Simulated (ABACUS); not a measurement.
The system is W.

```
W
1.0
    -1.58234    1.58234    1.58234
     1.58234   -1.58234    1.58234
     1.58234    1.58234   -1.58234
W
1
Direct
  0.00000 0.00000 0.00000
```

Base run:

* Program: ABACUS 3.10.1
* Functional: TPSS
* Potentials or basis: SG15 ONCV 1.2 PBE
* Cutoff: 1170 eV
* Density cutoff: 4680 eV
* Basis: plane waves
* k mesh: 8 × 8 × 8
* Occupations: fermi-dirac, width 0.05 eV
* Spin: no spin polarisation

Its results: band gap on the k mesh none (metal or under the smearing width); pressure 1.3 GPa.

Task: The run is repeated on the same cell with these changes: functional from TPSS to r2SCAN. What comes out?

Result: Band gap on the k mesh none (metal or under the smearing width); pressure -10.7 GPa.

Caveats: the potentials were made for another functional, which shifts forces and pressure.

Not every run made on this cell is shown here.
